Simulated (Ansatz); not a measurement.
The system is MnO.

```
Mn O
1.0
     0.00000    2.43651    2.43651
     2.43651    0.00000    2.43651
     2.43651    2.43651    0.00000
Mn O
1 1
Direct
  0.00000 0.00000 0.00000
  0.25000 0.25000 0.25000
```

Measurements of this composition are mostly on another form, of space group No. 225.

Program: Ansatz 0.2.0. Alike in all runs: potentials or basis Ansatz PAW; spin collinear, ferromagnetic start; cell as given; k mesh 5 × 5 × 5; cutoff (eV) 420; smearing fermi-dirac 0.05 eV; the mesh is coarse, so values aren't converged.

Problem. Order these runs on this cell by their pressure, lowest first.
A. level HF
B. level HSEsol; points for each segment of the path 4
C. level HSE06; points for each segment of the path 4

Solution. B (-9.1 GPa), C (-5.9 GPa), A (0.1 GPa).

Caveats: all runs use coarse meshes; the magnetic or orbital state may not be the lowest; a cell with one magnetic atom can't hold antiferromagnetic order, which such compounds often take; the PAW data sets come from PBE, with cores solved anew for the run's functional, which leaves a small shift of forces and pressure; the thresholds are loose for stress.
